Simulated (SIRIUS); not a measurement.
Ir in SIRIUS: convergence with lmax of the potential

Input of the first run (lmax of the potential 2); the others differ in this setting and in those tied to it:

File sirius.json:

```json
{
  "control": {
    "processing_unit": "cpu",
    "std_evp_solver_name": "lapack",
    "gen_evp_solver_name": "lapack",
    "verbosity": 2,
    "print_forces": true,
    "ortho_rf": true,
    "use_second_variation": true,
    "rmt_max": 3.0,
    "num_bands_to_print": 24,
    "save_wf": true
  },
  "parameters": {
    "electronic_structure_method": "full_potential_lapwlo",
    "xc_functionals": ["XC_GGA_X_PBE_SOL", "XC_GGA_C_PBE_SOL"],
    "core_relativity": "dirac",
    "valence_relativity": "iora",
    "num_fv_states": 24,
    "smearing": "fermi_dirac",
    "smearing_width": 0.0018374661,
    "pw_cutoff": 20,
    "gk_cutoff": 3.65,
    "lmax_apw": 11,
    "lmax_rho": 2,
    "lmax_pot": 2,
    "num_mag_dims": 0,
    "auto_rmt": 0,
    "ngridk": [12, 12, 12],
    "shiftk": [0, 0, 0],
    "num_dft_iter": 80,
    "energy_tol": 1e-07,
    "density_tol": 1e-05,
    "use_symmetry": true
  },
  "settings": {"tol_ne": 1e-10},
  "iterative_solver": {"type": "exact"},
  "mixer": {"type": "anderson", "beta": 0.5, "max_history": 8},
  "unit_cell": {
    "lattice_vectors": [[0.0, 3.6199593643, 3.6199593643], [3.6199593643, 0.0, 3.6199593643], [3.6199593643, 3.6199593643, 0.0]],
    "atom_types": ["Ir"],
    "atom_files": {"Ir": "Ir.json"},
    "atoms": {"Ir": [[0.0, 0.0, 0.0]]}
  }
}
```

Contents of Ir.json:

```json
{
  "name": "iridium",
  "symbol": "Ir",
  "number": 77,
  "mass": 192.217,
  "rmin": 1e-06,
  "rmt": 2.52,
  "nrmt": 800,
  "rinf": 13.6,
  "core": "1s2s2p3s3p3d4s4p4d",
  "valence": [
    {"basis": [{"enu": 0.31, "dme": 0, "n": 0, "auto": 0}, {"enu": 0.31, "dme": 1, "n": 0, "auto": 0}]},
    {"l": 0, "n": 1, "basis": [{"enu": 0.41, "dme": 0, "n": 0, "auto": 0}]},
    {"l": 1, "n": 2, "basis": [{"enu": 0.41, "dme": 0, "n": 0, "auto": 0}]},
    {"l": 2, "n": 3, "basis": [{"enu": 0.41, "dme": 0, "n": 0, "auto": 0}]},
    {"l": 3, "n": 4, "basis": [{"enu": 0.41, "dme": 0, "n": 0, "auto": 0}]},
    {"l": 4, "n": 5, "basis": [{"enu": 0.41, "dme": 0, "n": 0, "auto": 0}]}
  ],
  "lo": [
    {"l": 0, "basis": [{"enu": 0.41, "dme": 0, "n": 0, "auto": 0}, {"enu": 0.41, "dme": 1, "n": 0, "auto": 0}]},
    {
      "l": 0,
      "basis": [{"enu": -2.9441, "dme": 0, "n": 5, "auto": 1}, {"enu": -2.9441, "dme": 1, "n": 5, "auto": 1}]
    },
    {
      "l": 0,
      "basis": [{"enu": -2.9441, "dme": 1, "n": 5, "auto": 1}, {"enu": 0.41, "dme": 0, "n": 0, "auto": 0}]
    },
    {"l": 0, "basis": [{"enu": 0.41, "dme": 0, "n": 0, "auto": 0}, {"enu": 2.9295, "dme": 0, "n": 0, "auto": 0}]},
    {"l": 1, "basis": [{"enu": 0.41, "dme": 0, "n": 0, "auto": 0}, {"enu": 0.41, "dme": 1, "n": 0, "auto": 0}]},
    {
      "l": 1,
      "basis": [{"enu": -1.3621, "dme": 0, "n": 5, "auto": 1}, {"enu": -1.3621, "dme": 1, "n": 5, "auto": 1}]
    },
    {
      "l": 1,
      "basis": [{"enu": -1.3621, "dme": 1, "n": 5, "auto": 1}, {"enu": 0.41, "dme": 0, "n": 0, "auto": 0}]
    },
    {"l": 1, "basis": [{"enu": 0.41, "dme": 0, "n": 0, "auto": 0}, {"enu": 3.3075, "dme": 0, "n": 0, "auto": 0}]},
    {"l": 2, "basis": [{"enu": 0.41, "dme": 0, "n": 0, "auto": 0}, {"enu": 0.41, "dme": 1, "n": 0, "auto": 0}]},
    {"l": 2, "basis": [{"enu": 0.41, "dme": 1, "n": 0, "auto": 0}, {"enu": 0.41, "dme": 2, "n": 0, "auto": 0}]},
    {"l": 2, "basis": [{"enu": 0.41, "dme": 0, "n": 0, "auto": 0}, {"enu": 2.8665, "dme": 0, "n": 0, "auto": 0}]},
    {"l": 3, "basis": [{"enu": 0.41, "dme": 0, "n": 0, "auto": 0}, {"enu": 0.41, "dme": 1, "n": 0, "auto": 0}]},
    {
      "l": 3,
      "basis": [{"enu": -1.6596, "dme": 0, "n": 4, "auto": 1}, {"enu": -1.6596, "dme": 1, "n": 4, "auto": 1}]
    },
    {
      "l": 3,
      "basis": [{"enu": -1.6596, "dme": 1, "n": 4, "auto": 1}, {"enu": 0.41, "dme": 0, "n": 0, "auto": 0}]
    },
    {"l": 3, "basis": [{"enu": 0.41, "dme": 0, "n": 0, "auto": 0}, {"enu": 4.0633, "dme": 0, "n": 0, "auto": 0}]},
    {"l": 4, "basis": [{"enu": 0.41, "dme": 0, "n": 0, "auto": 0}, {"enu": 0.41, "dme": 1, "n": 0, "auto": 0}]},
    {"l": 4, "basis": [{"enu": 0.41, "dme": 0, "n": 0, "auto": 0}, {"enu": 3.4334, "dme": 0, "n": 0, "auto": 0}]}
  ],
  "free_atom": [... radial grid and density of the free atom, the start of the SCF ...]
}
```

sirius_start.json

```json
{
  "control": {
    "processing_unit": "cpu",
    "std_evp_solver_name": "lapack",
    "gen_evp_solver_name": "lapack",
    "verbosity": 1,
    "print_forces": false,
    "ortho_rf": true,
    "use_second_variation": true,
    "rmt_max": 3.0,
    "num_bands_to_print": 24,
    "save_wf": false
  },
  "parameters": {
    "electronic_structure_method": "full_potential_lapwlo",
    "xc_functionals": ["XC_LDA_X", "XC_LDA_C_PW"],
    "core_relativity": "dirac",
    "valence_relativity": "iora",
    "num_fv_states": 24,
    "smearing": "fermi_dirac",
    "smearing_width": 0.0055123983,
    "pw_cutoff": 20,
    "gk_cutoff": 2.92,
    "lmax_apw": 11,
    "lmax_rho": 2,
    "lmax_pot": 2,
    "num_mag_dims": 0,
    "auto_rmt": 0,
    "ngridk": [5, 5, 5],
    "shiftk": [0, 0, 0],
    "num_dft_iter": 30,
    "energy_tol": 0.01,
    "density_tol": 0.05,
    "use_symmetry": true
  },
  "settings": {"tol_ne": 1e-10},
  "iterative_solver": {"type": "exact"},
  "mixer": {"type": "anderson", "beta": 0.5, "max_history": 8},
  "unit_cell": {
    "lattice_vectors": [[0.0, 3.6199593643, 3.6199593643], [3.6199593643, 0.0, 3.6199593643], [3.6199593643, 3.6199593643, 0.0]],
    "atom_types": ["Ir"],
    "atom_files": {"Ir": "Ir.json"},
    "atoms": {"Ir": [[0.0, 0.0, 0.0]]}
  }
}
```

Potentials or basis: all-electron FP-LAPW, apw+lo standard.

Command:

```sh
$ OMP_NUM_THREADS=1 sirius.scf --input=sirius_start.json --output=start.json
$ OMP_NUM_THREADS=1 sirius.scf --input=sirius.json --output=output.json --task=1
```

Hardware: 1 thread of Arm Neoverse V1, with other jobs on the host.

| lmax of the potential | energy less the tightest run, at zero smearing (meV/atom) | SCF cycles | CPU time (s) | peak memory (GiB) |
| --- | --- | --- | --- | --- |
| 2 | 33.48 | 7 | 34 | 0.2 |
| 3 | 33.48 | 7 | 34 | 0.21 |
| 4 | 23.07 | 7 | 35 | 0.23 |
| 6 | 0.71 | 7 | 38 | 0.28 |
| 8 | -0.10 | 7 | 42 | 0.34 |
| 10 | 0.00 | 7 | 49 | 0.42 |

Against the tightest run, the energy stays within 1 meV/atom from 6 on. The tightest run that finished is the yardstick and may itself not be fully converged.

The run has no spin-orbit coupling, so splittings on Ir are missing.
